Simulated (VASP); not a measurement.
# AgCl (Pm-3m) in VASP: further runs

Runs on AgCl. Level: PBE. Tasks: equation of state.

All numbers are computed with VASP 6.6.1; they aren't measurements. Logs are shortened: lines on timing, memory, paths and dates and some standing lists are left out, and cuts for length are marked.

### 1 The undisturbed crystal

The structure is cubic, space group Pm-3m (No. 221). Conventional cell: a = 3.434 Å, b = 3.434 Å, c = 3.434 Å, α = 90.00°, β = 90.00°, γ = 90.00°. Around Ag (site symmetry m-3m) lie 8 Cl at 2.97 Å. Around Cl (site symmetry m-3m) lie 8 Ag at 2.97 Å.

Measurements of this composition are mostly on another form, of space group No. 225.

### 2 Equation of state, PBE, 19.64 Å³/atom

INCAR reads:

```
SYSTEM = AgCl
  PREC = Accurate
  ENCUT = 460
  EDIFF = 1E-6
  ISMEAR = 0
  SIGMA = 0.5
  LREAL = .FALSE.
  LASPH = .TRUE.
  NELM = 100
  ALGO = Normal
  ISIF = 2
  LWAVE = .FALSE.
  LCHARG = .FALSE.
  GGA = PE
  ADDGRID = .FALSE.
```

KPOINTS reads:

```
Automatic mesh
0
G
  4 4 4
  0 0 0
```

POSCAR reads:

```
AgCl
1.0
    3.3992840324      0.0000000000      0.0000000000
    0.0000000000      3.3992840324      0.0000000000
    0.0000000000      0.0000000000      3.3992840324
Ag Cl
1 1
Direct
    0.0000000000      0.0000000000      0.0000000000
    0.5000000000      0.5000000000      0.5000000000
```

Potentials or basis: VASP PAW PBE potentials, release 64 (Ag, Cl).

Run with:

```bash
$ cat potpaw_PBE.64/Ag/POTCAR potpaw_PBE.64/Cl/POTCAR > POTCAR
$ mpirun -np 1 vasp_std > vasp.out
```

OUTCAR:

```text
SYSTEM = AgCl
   PREC = Accurate
   ENCUT = 460
   EDIFF = 1E-6
   ISMEAR = 0
   LREAL = .FALSE.
   LASPH = .TRUE.
   NELM = 100
   ISIF = 2
   GGA = PE

 Found     10 irreducible k-points:

 Following reciprocal coordinates:
            Coordinates               Weight
  0.000000  0.000000  0.000000      1.000000
  0.250000  0.000000  0.000000      6.000000
  0.500000  0.000000  0.000000      3.000000
  0.250000  0.250000  0.000000     12.000000
  0.500000  0.250000  0.000000     12.000000
  0.500000  0.500000  0.000000      3.000000
   k-points           NKPTS =     10   k-points in BZ     NKDIM =     10   number of bands    NBANDS=     13
   number of dos      NEDOS =    301   number of ions     NIONS =      2
   total plane-waves  NPLWV =  13824
   dimension x,y,z NGX =    24 NGY =   24 NGZ =   24
   dimension x,y,z NGXF=    48 NGYF=   48 NGZF=   48
   ions per type =               1   1
   NGX,Y,Z   is equivalent  to a cutoff of  11.74, 11.74, 11.74 a.u.
   NGXF,Y,Z  is equivalent  to a cutoff of  23.47, 23.47, 23.47 a.u.
 SYSTEM =  AgCl
   PREC   = accura    normal or accurate (medium, high low for compatibility)
   ISTART =      0    job   : 0-new  1-cont  2-samecut
   ICHARG =      2    charge: 1-file 2-atom 10-const
   ISPIN  =      1    spin polarized calculation?
   LNONCOLLINEAR =      F non collinear calculations
   LSORBIT =      F    spin-orbit coupling
   LASPH  =      T    aspherical Exc in radial PAW
   ENCUT  =  460.0 eV  33.81 Ry    5.81 a.u.   5.94  5.94  5.94*2*pi/ulx,y,z
   NELM   =    100;   NELMIN=  2; NELMDL= -5     # of ELM steps
   EDIFF  = 0.1E-05   stopping-criterion for ELM
   LREAL  =      F    real-space projection
   EDIFFG = 0.1E-04   stopping-criterion for IOM
   NSW    =      0    number of steps for IOM
   IBRION =     -1    ionic relax: 0-MD 1-quasi-New 2-CG
   NFREE  =      0    steps in history (QN), initial steepest desc. (CG)
   ISIF   =      2    stress and relaxation
   ISYM   =      2    0-nonsym 1-usesym 2-fastsym
   POTIM  = 0.5000    time-step for ionic-motion
   TEBEG  =    0.0;   TEEND  =   0.0 temperature during run
   PSTRESS=    0.0 pullay stress
   NELECT =      18.0000    total number of electrons
   NUPDOWN=      -1.0000    fix difference up-down
   EMIN   =  10.00;   EMAX   =-10.00  energy-range for DOS
   EFERMI =   0.00;   METHOD = LEGACY
   ISMEAR =     0;   SIGMA  =   0.50  broadening in eV -4-tet -1-fermi 0-gaus
   EFERMI_NEDOS =   21; number of points for ismear=-14 and -15
   IALGO  =     38    algorithm
   IMIX   =      4    mixing-type and parameters
     AMIX     =   0.40;   BMIX     =  1.00
     AMIX_MAG =   1.60;   BMIX_MAG =  1.00
  volume/ion in A,a.u.               =      19.64       132.53
  Fermi-wavevector in a.u.,A,eV,Ry     =   1.262152  2.385121 21.674446  1.593027
  Thomas-Fermi vector in A             =   2.395574
   LORBIT       =      0    0 simple, 1 ext, 2 COOP (PROOUT), +10 PAW based schemes
   GGA     = PE    functional components
   LHFCALC =     F    Hartree Fock is set to
   AEXX    =    0.0000 exact exchange contribution
   IVDW    =     0    specifies the selected vdW correction
   LEPSILON=     F    determine dielectric tensor
   LRPA    =     F    only Hartree local field effects (RPA)
 non-spin polarized calculation
 Gauss-broadening in eV      SIGMA  =   0.50
  energy-cutoff  :      460.00
  volume of cell :       39.28
 maximum number of plane-waves:       912
 NGX is ok and might be reduce to    24
   NGX = 11   NGY = 11   NGZ = 11

 number of electron      17.9999989 magnetization

 Free energy of the ion-electron system (eV)
  ---------------------------------------------------
  ext. energy  EPLUGINS =         0.00000000
  ---------------------------------------------------
  free energy    TOTEN  =        -5.09660935 eV

  energy without entropy =       -5.07782163  energy(sigma->0) =       -5.08721549

 E-fermi :   4.8834     XC(G=0): -10.5474

 val. band max:        4.8513115064   @ k =   0.0000   0.0000   0.0000
 cond. band min:       6.8067774561   @ k =   0.2500   0.0000   0.0000
 fundamental gap:      1.9554659496
 Fermi energy:         4.8834231532

 k-point     1 :       0.0000    0.0000    0.0000
  band No.  band energies     occupation
      1     -10.4793      2.00000
      2       1.4116      2.00000
      3       1.4116      2.00000
      4       2.4094      2.00000
      5       2.4094      2.00000
      6       2.4094      2.00000
      7       2.6809      2.00000
      8       2.6809      2.00000
      9       2.6809      2.00000
     10       4.8513      1.07237
     11      13.6720      0.00000
     12      13.6720      0.00000
     13      18.1594      0.00000

 k-point     2 :       0.2500    0.0000    0.0000
  band No.  band energies     occupation
      1     -10.2411      2.00000
      2       0.2267      2.00000
      3       1.4890      2.00000
      4       1.6240      2.00000
      5       1.6240      2.00000
      6       2.3179      2.00000
      7       2.4363      2.00000
      8       3.6777      1.99935
      9       3.6777      1.99935
     10       6.8068      0.00000
     11      12.9875      0.00000
     12      13.6353      0.00000
     13      15.7559      0.00000

 k-point     3 :       0.5000    0.0000    0.0000
  band No.  band energies     occupation
      1      -9.9740      2.00000
      2      -0.9736      2.00000
      3       1.2808      2.00000
      4       1.2808      2.00000
      5       1.5687      2.00000
      6       2.4635      2.00000
      7       2.7919      2.00000
      8       4.2713      1.91661
      9       4.2713      1.91661
     10       9.1931      0.00000
     11       9.9268      0.00000
     12      13.5911      0.00000
     13      14.2915      0.00000

 k-point     4 :       0.2500    0.2500    0.0000
  band No.  band energies     occupation
      1     -10.0401      2.00000
      2       0.2721      2.00000
      3       0.9455      2.00000
      4       1.6717      2.00000
      5       1.7617      2.00000
      6       2.2566      2.00000
      7       2.6306      2.00000
      8       2.6683      2.00000
      9       3.8299      1.99712
     10       8.0546      0.00000
     11      12.1006      0.00000
     12      13.9124      0.00000
     13      15.1321      0.00000

 k-point     5 :       0.5000    0.2500    0.0000
  band No.  band energies     occupation
      1      -9.8195      2.00000
      2      -0.3858      2.00000
      3       0.9619      2.00000
      4       1.6038      2.00000
      5       1.7449      2.00000
      6       2.2777      2.00000
      7       2.7435      2.00000
      8       2.8760      2.00000
      9       3.8954      1.99480
     10       8.3496      0.00000
     11      11.1064      0.00000
     12      13.8999      0.00000
     13      15.0505      0.00000

 k-point     6 :       0.5000    0.5000    0.0000
  band No.  band energies     occupation
      1      -9.6535      2.00000
      2       0.5144      2.00000
      3       0.5144      2.00000
      4       1.6582      2.00000
      5       2.0929      2.00000
      6       2.1039      2.00000
      7       2.1039      2.00000
      8       2.7268      2.00000
      9       3.3396      1.99999
     10       7.0506      0.00000
     11      13.3239      0.00000
     12      13.3239      0.00000
     13      14.9242      0.00000

 [... further k-points ...]

------------------------ aborting loop because EDIFF is reached ----------------------------------------

  FORCE on cell =-STRESS in cart. coord.  units (eV):
  Direction    XX          YY          ZZ          XY          YZ          ZX
  --------------------------------------------------------------------------------------
  -------------------------------------------------------------------------------------
  Total        0.3844070      0.3844070      0.3844070     -0.0000000      0.0000000      0.0000000
  in kB       15.6797653     15.6797653     15.6797653     -0.0000000      0.0000000      0.0000000
  external PRESSURE =      15.6797653 kB  Pullay stress =       0.0000000 kB

 VOLUME and BASIS-vectors are now :
 -----------------------------------------------------------------------------
  energy-cutoff  :      460.00
  volume of cell :       39.28
      direct lattice vectors                 reciprocal lattice vectors
     3.399284032  0.000000000  0.000000000     0.294179595  0.000000000  0.000000000
     0.000000000  3.399284032  0.000000000     0.000000000  0.294179595  0.000000000
     0.000000000  0.000000000  3.399284032     0.000000000  0.000000000  0.294179595

 POSITION                                       TOTAL-FORCE (eV/Angst)
 -----------------------------------------------------------------------------------
      0.00000      0.00000      0.00000         0.000000      0.000000      0.000000
      1.69964      1.69964      1.69964         0.000000      0.000000      0.000000
 -----------------------------------------------------------------------------------
    total drift:                                0.000000      0.000000     -0.000000

  FREE ENERGIE OF THE ION-ELECTRON SYSTEM (eV)
  ---------------------------------------------------
  free  energy   TOTEN  =        -5.0966093476 eV

  energy  without entropy=       -5.0778216284  energy(sigma->0) =       -5.08721549
```

Run time: 3.3 s. Hardware: 1 thread of AMD EPYC 9R45 (Zen 5), shared host; peak memory 0.1 GiB.

These settings aren't checked as converged: the numbers below hold their error.

Results:

| Quantity | Value |
| --- | --- |
| Free energy | -5.0966 eV |
| Pressure | 1.6 GPa |
| Band gap on the k mesh | 0.58 eV, indirect (least direct gap 2.17 eV) |

Caveat: the k mesh is coarse (spacing up to 0.46 Å⁻¹), so the values aren't converged.

### 3 Equation of state, PBE, 20.85 Å³/atom

INCAR is that of step 2.

KPOINTS is that of step 2.

POSCAR reads:

```
AgCl
1.0
    3.4679749440      0.0000000000      0.0000000000
    0.0000000000      3.4679749440      0.0000000000
    0.0000000000      0.0000000000      3.4679749440
Ag Cl
1 1
Direct
    0.0000000000      0.0000000000      0.0000000000
    0.5000000000      0.5000000000      0.5000000000
```

Potentials or basis: VASP PAW PBE potentials, release 64 (Ag, Cl).

Run with:

```bash
$ cat potpaw_PBE.64/Ag/POTCAR potpaw_PBE.64/Cl/POTCAR > POTCAR
$ mpirun -np 1 vasp_std > vasp.out
```

It took 3.3 s on 1 thread of AMD EPYC 9R45 (Zen 5), shared host; peak memory 0.1 GiB.

The run converged, but some of its settings lie outside the range that counts as converged, so its numbers aren't taken as properties of the crystal.

What came out:

```yaml
Free_energy: -5.0987 eV
Pressure: -1.3 GPa
Band_gap_on_the_k_mesh: 0.57 eV, indirect (least direct gap 1.97 eV)
```

Caveat: the k mesh is coarse (spacing up to 0.45 Å⁻¹), so the values aren't converged.
